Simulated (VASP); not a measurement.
Wanted: the native input for a VASP 6.6.1 run.

```
Task                   : relaxation of cell and atoms
Functional             : PBEsol
Potentials or basis    : VASP PAW PBE potentials, release 64 (Li_sv)
Cutoff                 : 600 eV
k mesh                 : 16 × 16 × 16
Occupations            : gaussian, width 0.1 eV
Spin                   : no spin polarisation
Dipole correction      : no
Further INCAR settings : ALGO = Fast; EDIFF = 1e-06; IBRION = 2; EDIFFG = -0.005; NSW = 100; ISIF = 3
```

The structure of Li lies in POSCAR:

```
Li
1.0
    0.0000000000      2.2020000000      2.2020000000
    2.2020000000      0.0000000000      2.2020000000
    2.2020000000      2.2020000000      0.0000000000
Li
1
Direct
    0.0000000000      0.0000000000      0.0000000000
```

This isn't the form of Li at room conditions, which is bcc.

These files were run (other wordings do the same):

INCAR

```
  PREC = Accurate
  ENCUT = 600
  EDIFF = 1E-6
  ISMEAR = 0
  SIGMA = 0.1
  LREAL = F
  LASPH = T
  NELM = 100
  ALGO = Fast
  ISIF = 3
  LWAVE = F
  LCHARG = F
  GGA = PS
  IBRION = 2
  NSW = 100
  EDIFFG = -0.005
```

KPOINTS

```
Automatic mesh
0
Gamma
  16 16 16
```

Potentials or basis: VASP PAW PBE potentials, release 64 (Li_sv).

Command:

```console
$ cat potpaw_PBE.64/Li_sv/POTCAR > POTCAR
$ mpirun -np 1 vasp_std > vasp.out
```

It gave:

```
Relaxed volume                         : 19.93 Å³/atom
Relaxed cell                           : a = 3.043 Å, b = 3.043 Å, c = 3.043 Å, α = 60.00°, β = 60.00°, γ = 60.00°
Space group after relaxing (to 0.05 Å) : Fm-3m (No. 225)
Energy gained by relaxing              : 3.8 meV/atom
Ionic steps                            : 4
Pressure after relaxing                : 0.0 GPa
Band gap on the k mesh                 : none (metal or under the smearing width)
```

Caveat: the cutoff is under 1.25 times the usual one of these potentials, so pressure, stress and relaxed cells hold a basis-set (Pulay) error; the PAW data sets were made with another functional, which shifts forces and pressure a little.

Wall time 42 s on 1 thread of Intel(R) Xeon(R) Platinum 8488C (Sapphire Rapids) (shared host), peak memory 0.15 GiB.
